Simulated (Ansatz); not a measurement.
Born–Oppenheimer molecular dynamics of a periodic cell of 16 atoms, Au (surface Au(110)). It starts from a relaxed structure.

All numbers below come from DFT PBE, scalar-relativistic, plane waves, PAW in Ansatz. Settings: accuracy low, PAW set soft_1, cutoff 420 eV, k mesh 2x2x1, fermi-dirac smearing 0.15 eV, no spin polarisation.

```
ensemble        : NVT, Langevin thermostat
time step       : 3 fs
steps asked     : 260
set temperature : 900 K
friction        : 0.01 /fs
atoms held      : 1 to 4
seed            : 70607
```

Frames 15 fs apart, positions in Å, forces in eV/Å.

Velocities at 330 fs (Å/ps):

```
Au 0.00 0.00 0.00
Au 0.00 0.00 0.00
Au 0.00 0.00 0.00
Au 0.00 0.00 0.00
Au 0.70 1.36 -0.32
Au -4.45 0.64 1.56
Au -1.24 -3.88 -0.73
Au -0.06 0.33 -1.92
Au 0.62 -1.74 1.81
Au 0.61 -5.48 1.69
Au -3.61 0.55 1.27
Au 0.42 1.73 0.94
Au -1.33 1.85 3.02
Au -1.34 0.13 -2.31
Au 0.26 -2.67 0.33
Au 0.49 2.54 -0.62
```

```xyz
16
Lattice="8.1600 0.0000 0.0000 0.0000 5.7700 0.0000 0.0000 0.0000 15.3275" Properties=species:S:1:pos:R:3:forces:R:3 time_fs=330 energy_less_start_eV=1.262 T=927
Au 2.040 1.442 1.000 0.51 -0.90 -0.61
Au 6.120 1.442 1.000 -0.27 -0.09 -0.55
Au 2.040 4.327 1.000 -0.01 0.28 0.15
Au 6.120 4.327 1.000 -0.38 -0.22 0.20
Au -0.041 -0.130 2.318 0.23 -0.31 0.28
Au 4.144 0.107 2.523 -0.28 -0.95 -0.40
Au 0.096 2.650 2.240 -0.18 1.37 0.27
Au 3.959 2.842 2.269 0.51 0.83 -0.43
Au 2.049 1.431 4.164 -0.21 0.24 -0.34
Au 6.266 1.658 3.782 0.16 -0.87 0.87
Au 1.881 4.424 4.271 0.97 -0.53 -0.69
Au 6.180 4.354 4.370 1.79 1.74 -0.65
Au 0.025 -0.062 5.577 -0.61 0.58 0.40
Au 4.213 0.359 5.392 0.30 -0.92 0.04
Au 0.108 2.735 5.540 -0.48 0.19 0.09
Au 4.196 3.033 4.988 -2.06 -0.44 1.38
16
Lattice="8.1600 0.0000 0.0000 0.0000 5.7700 0.0000 0.0000 0.0000 15.3275" Properties=species:S:1:pos:R:3:forces:R:3 time_fs=345 energy_less_start_eV=1.245 T=669
Au 2.040 1.442 1.000 0.53 -0.86 -0.72
Au 6.120 1.442 1.000 -0.50 -0.20 -0.53
Au 2.040 4.327 1.000 -0.18 0.26 0.14
Au 6.120 4.327 1.000 -0.37 -0.15 0.27
Au -0.030 -0.119 2.324 0.17 -0.67 0.22
Au 4.072 0.119 2.529 -0.03 -0.94 -0.50
Au 0.071 2.601 2.228 -0.07 1.78 0.40
Au 3.954 2.858 2.243 0.70 0.76 -0.21
Au 2.055 1.423 4.195 -0.44 0.39 -0.50
Au 6.269 1.581 3.802 -0.03 -0.39 0.89
Au 1.832 4.424 4.285 0.99 -0.60 -0.69
Au 6.191 4.388 4.378 1.41 1.05 -0.66
Au -0.005 -0.042 5.607 -0.48 0.45 0.48
Au 4.181 0.354 5.365 0.51 -0.99 0.28
Au 0.109 2.701 5.549 -0.59 0.41 0.10
Au 4.185 3.046 4.989 -1.61 -0.30 1.05
16
Lattice="8.1600 0.0000 0.0000 0.0000 5.7700 0.0000 0.0000 0.0000 15.3275" Properties=species:S:1:pos:R:3:forces:R:3 time_fs=360 energy_less_start_eV=1.253 T=617
Au 2.040 1.442 1.000 0.49 -0.71 -0.75
Au 6.120 1.442 1.000 -0.74 -0.33 -0.54
Au 2.040 4.327 1.000 -0.23 0.15 0.10
Au 6.120 4.327 1.000 -0.38 -0.11 0.30
Au -0.005 -0.124 2.312 0.06 -0.91 0.23
Au 4.014 0.125 2.525 0.18 -0.90 -0.47
Au 0.036 2.554 2.227 0.24 2.14 0.45
Au 3.954 2.869 2.243 0.79 0.71 -0.12
Au 2.067 1.434 4.235 -0.61 0.22 -0.70
Au 6.284 1.518 3.828 -0.29 -0.13 0.88
Au 1.806 4.411 4.295 0.91 -0.40 -0.68
Au 6.208 4.406 4.366 0.75 0.35 -0.62
Au -0.037 -0.038 5.627 -0.24 0.34 0.52
Au 4.164 0.333 5.357 0.69 -1.06 0.37
Au 0.124 2.670 5.556 -0.79 0.62 0.21
Au 4.159 3.040 5.010 -0.84 0.04 0.80
16
Lattice="8.1600 0.0000 0.0000 0.0000 5.7700 0.0000 0.0000 0.0000 15.3275" Properties=species:S:1:pos:R:3:forces:R:3 time_fs=375 energy_less_start_eV=1.244 T=644
Au 2.040 1.442 1.000 0.41 -0.47 -0.74
Au 6.120 1.442 1.000 -0.94 -0.47 -0.53
Au 2.040 4.327 1.000 -0.14 -0.04 0.03
Au 6.120 4.327 1.000 -0.39 -0.06 0.33
Au 0.031 -0.137 2.284 -0.16 -0.95 0.29
Au 3.953 0.128 2.525 0.38 -0.86 -0.38
Au 0.002 2.526 2.234 0.55 2.31 0.49
Au 3.966 2.872 2.248 0.76 0.67 -0.06
Au 2.050 1.440 4.278 -0.33 -0.01 -0.83
Au 6.302 1.464 3.857 -0.50 0.09 0.78
Au 1.789 4.405 4.285 0.72 -0.26 -0.57
Au 6.216 4.426 4.330 0.40 -0.18 -0.53
Au -0.063 -0.016 5.660 -0.10 -0.04 0.45
Au 4.164 0.300 5.351 0.62 -0.93 0.34
Au 0.129 2.649 5.561 -0.99 0.99 0.36
Au 4.133 3.032 5.042 -0.29 0.21 0.57
16
Lattice="8.1600 0.0000 0.0000 0.0000 5.7700 0.0000 0.0000 0.0000 15.3275" Properties=species:S:1:pos:R:3:forces:R:3 time_fs=390 energy_less_start_eV=1.136 T=565
Au 2.040 1.442 1.000 0.32 -0.24 -0.68
Au 6.120 1.442 1.000 -0.89 -0.56 -0.46
Au 2.040 4.327 1.000 0.06 -0.28 -0.06
Au 6.120 4.327 1.000 -0.36 0.00 0.34
Au 0.063 -0.161 2.269 -0.45 -0.67 0.35
Au 3.906 0.116 2.526 0.50 -0.78 -0.25
Au -0.014 2.523 2.261 0.69 2.13 0.43
Au 3.999 2.866 2.253 0.60 0.63 -0.08
Au 2.032 1.447 4.314 -0.09 -0.17 -0.76
Au 6.309 1.441 3.881 -0.61 0.22 0.66
Au 1.800 4.409 4.246 0.38 -0.17 -0.30
Au 6.219 4.446 4.293 0.30 -0.50 -0.49
Au -0.102 0.023 5.689 0.13 -0.44 0.29
Au 4.176 0.260 5.369 0.39 -0.68 0.19
Au 0.117 2.660 5.583 -0.93 1.29 0.34
Au 4.119 3.026 5.060 -0.04 0.22 0.49
16
Lattice="8.1600 0.0000 0.0000 0.0000 5.7700 0.0000 0.0000 0.0000 15.3275" Properties=species:S:1:pos:R:3:forces:R:3 time_fs=405 energy_less_start_eV=0.974 T=616
Au 2.040 1.442 1.000 0.37 -0.14 -0.62
Au 6.120 1.442 1.000 -0.65 -0.54 -0.30
Au 2.040 4.327 1.000 0.30 -0.48 -0.16
Au 6.120 4.327 1.000 -0.32 0.02 0.32
Au 0.084 -0.194 2.261 -0.74 -0.25 0.38
Au 3.881 0.092 2.535 0.55 -0.63 -0.20
Au 0.004 2.530 2.291 0.40 1.73 0.45
Au 4.040 2.857 2.265 0.37 0.55 -0.10
Au 2.023 1.457 4.336 -0.01 -0.18 -0.59
Au 6.289 1.417 3.904 -0.48 0.50 0.44
Au 1.817 4.431 4.195 0.20 -0.27 -0.03
Au 6.232 4.465 4.251 0.15 -0.83 -0.45
Au -0.133 0.046 5.709 0.29 -0.50 0.21
Au 4.186 0.218 5.399 0.17 -0.44 0.06
Au 0.098 2.691 5.604 -0.75 1.26 0.17
Au 4.108 3.031 5.085 0.13 0.20 0.40
16
Lattice="8.1600 0.0000 0.0000 0.0000 5.7700 0.0000 0.0000 0.0000 15.3275" Properties=species:S:1:pos:R:3:forces:R:3 time_fs=420 energy_less_start_eV=0.879 T=636
Au 2.040 1.442 1.000 0.35 -0.10 -0.55
Au 6.120 1.442 1.000 -0.40 -0.54 -0.17
Au 2.040 4.327 1.000 0.51 -0.61 -0.28
Au 6.120 4.327 1.000 -0.30 0.05 0.28
Au 0.094 -0.224 2.255 -0.96 0.21 0.36
Au 3.870 0.073 2.538 0.60 -0.50 -0.17
Au 0.021 2.555 2.309 0.12 1.29 0.49
Au 4.076 2.845 2.256 0.18 0.50 -0.02
Au 2.018 1.447 4.366 -0.04 0.03 -0.37
Au 6.268 1.393 3.935 -0.35 0.91 0.14
Au 1.832 4.451 4.133 0.13 -0.49 0.24
Au 6.260 4.482 4.213 -0.04 -1.23 -0.47
Au -0.161 0.069 5.705 0.50 -0.45 0.30
Au 4.206 0.178 5.422 -0.01 -0.25 0.00
Au 0.067 2.733 5.635 -0.46 1.09 -0.06
Au 4.104 3.050 5.100 0.16 0.10 0.27
16
Lattice="8.1600 0.0000 0.0000 0.0000 5.7700 0.0000 0.0000 0.0000 15.3275" Properties=species:S:1:pos:R:3:forces:R:3 time_fs=435 energy_less_start_eV=0.848 T=459
Au 2.040 1.442 1.000 0.32 -0.08 -0.56
Au 6.120 1.442 1.000 -0.21 -0.54 -0.08
Au 2.040 4.327 1.000 0.67 -0.70 -0.40
Au 6.120 4.327 1.000 -0.29 0.06 0.24
Au 0.099 -0.241 2.238 -1.09 0.50 0.38
Au 3.863 0.069 2.532 0.66 -0.46 -0.10
Au 0.039 2.569 2.328 -0.09 1.03 0.51
Au 4.099 2.835 2.239 0.06 0.52 0.07
Au 2.020 1.443 4.367 -0.02 0.08 -0.17
Au 6.249 1.386 3.971 -0.28 1.16 -0.06
Au 1.846 4.441 4.083 0.10 -0.48 0.43
Au 6.301 4.496 4.164 -0.17 -1.46 -0.48
Au -0.182 0.081 5.715 0.67 -0.32 0.33
Au 4.228 0.137 5.444 -0.17 -0.09 -0.10
Au 0.049 2.775 5.655 -0.25 0.83 -0.20
Au 4.122 3.071 5.107 0.11 -0.04 0.17
16
Lattice="8.1600 0.0000 0.0000 0.0000 5.7700 0.0000 0.0000 0.0000 15.3275" Properties=species:S:1:pos:R:3:forces:R:3 time_fs=450 energy_less_start_eV=0.829 T=440
Au 2.040 1.442 1.000 0.30 -0.08 -0.53
Au 6.120 1.442 1.000 -0.16 -0.51 -0.04
Au 2.040 4.327 1.000 0.69 -0.69 -0.46
Au 6.120 4.327 1.000 -0.32 0.04 0.15
Au 0.083 -0.249 2.216 -0.93 0.65 0.40
Au 3.852 0.065 2.539 0.70 -0.32 -0.11
Au 0.049 2.580 2.339 -0.17 0.87 0.50
Au 4.111 2.855 2.224 -0.01 0.36 0.11
Au 2.017 1.431 4.349 0.03 0.11 -0.01
Au 6.225 1.394 3.975 -0.23 1.26 -0.05
Au 1.856 4.416 4.054 0.02 -0.40 0.49
Au 6.336 4.523 4.124 -0.26 -1.63 -0.47
Au -0.193 0.083 5.729 0.73 -0.16 0.32
Au 4.237 0.091 5.455 -0.26 0.12 -0.14
Au 0.033 2.801 5.643 -0.15 0.64 -0.25
Au 4.150 3.091 5.101 0.03 -0.25 0.11
16
Lattice="8.1600 0.0000 0.0000 0.0000 5.7700 0.0000 0.0000 0.0000 15.3275" Properties=species:S:1:pos:R:3:forces:R:3 time_fs=465 energy_less_start_eV=0.796 T=513
Au 2.040 1.442 1.000 0.23 -0.04 -0.49
Au 6.120 1.442 1.000 -0.24 -0.45 -0.06
Au 2.040 4.327 1.000 0.57 -0.59 -0.37
Au 6.120 4.327 1.000 -0.42 -0.03 0.05
Au 0.044 -0.232 2.187 -0.43 0.58 0.38
Au 3.834 0.079 2.551 0.71 -0.32 -0.12
Au 0.044 2.586 2.351 -0.11 0.87 0.45
Au 4.112 2.879 2.231 -0.03 0.27 0.06
Au 1.996 1.426 4.323 0.12 0.01 0.08
Au 6.186 1.410 3.962 -0.17 1.18 0.07
Au 1.856 4.381 4.047 -0.07 -0.19 0.39
Au 6.374 4.539 4.087 -0.45 -1.67 -0.42
Au -0.215 0.082 5.747 0.72 0.02 0.27
Au 4.236 0.052 5.451 -0.28 0.28 -0.17
Au 0.024 2.822 5.615 -0.17 0.47 -0.20
Au 4.159 3.102 5.104 0.03 -0.39 0.08
16
Lattice="8.1600 0.0000 0.0000 0.0000 5.7700 0.0000 0.0000 0.0000 15.3275" Properties=species:S:1:pos:R:3:forces:R:3 time_fs=480 energy_less_start_eV=0.740 T=650
Au 2.040 1.442 1.000 0.06 0.05 -0.35
Au 6.120 1.442 1.000 -0.37 -0.33 -0.08
Au 2.040 4.327 1.000 0.39 -0.50 -0.27
Au 6.120 4.327 1.000 -0.62 -0.16 -0.11
Au -0.004 -0.215 2.161 0.26 0.64 0.31
Au 3.812 0.078 2.566 0.75 -0.21 -0.16
Au 0.026 2.607 2.383 0.12 0.75 0.27
Au 4.109 2.910 2.266 -0.02 0.08 -0.12
Au 1.982 1.419 4.305 0.10 -0.06 0.13
Au 6.148 1.433 3.938 -0.16 0.78 0.28
Au 1.873 4.356 4.057 -0.27 -0.01 0.28
Au 6.410 4.522 4.027 -0.62 -1.35 -0.13
Au -0.227 0.071 5.756 0.57 0.07 0.10
Au 4.231 0.031 5.453 -0.17 0.40 -0.22
Au 0.010 2.828 5.588 -0.17 0.36 -0.14
Au 4.155 3.118 5.097 0.14 -0.52 0.20
16
Lattice="8.1600 0.0000 0.0000 0.0000 5.7700 0.0000 0.0000 0.0000 15.3275" Properties=species:S:1:pos:R:3:forces:R:3 time_fs=495 energy_less_start_eV=0.720 T=992
Au 2.040 1.442 1.000 -0.02 0.10 -0.10
Au 6.120 1.442 1.000 -0.52 -0.20 -0.09
Au 2.040 4.327 1.000 0.25 -0.40 -0.13
Au 6.120 4.327 1.000 -0.85 -0.32 -0.35
Au -0.059 -0.196 2.131 1.01 0.84 0.25
Au 3.805 0.056 2.595 0.66 0.05 -0.26
Au 0.001 2.643 2.416 0.41 0.52 0.04
Au 4.115 2.949 2.299 -0.10 -0.18 -0.29
Au 1.943 1.416 4.318 0.22 -0.15 0.05
Au 6.115 1.480 3.939 -0.10 0.19 0.39
Au 1.883 4.339 4.079 -0.38 0.11 0.19
Au 6.449 4.489 3.976 -0.88 -0.80 0.24
Au -0.207 0.044 5.765 0.36 0.12 -0.08
Au 4.211 0.031 5.441 -0.05 0.42 -0.21
Au -0.015 2.838 5.562 -0.19 0.23 0.04
Au 4.148 3.122 5.105 0.20 -0.53 0.32
```

Of the whole run (780 fs, mean temperature of the second half 757 K): The mean temperature of the second half is 16 % below the set value. A run of 0.78 ps of so small a system gives no equilibrium averages. Limits of this set-up: coarse k mesh, thin slab, slab without dipole correction, a typed lattice constant that wasn't relaxed here, low accuracy level.

Run time: 24 min on 4 threads of AMD EPYC 7R43 64-Core Processor (Zen 3) (shared host), peak memory 2.5 GiB.
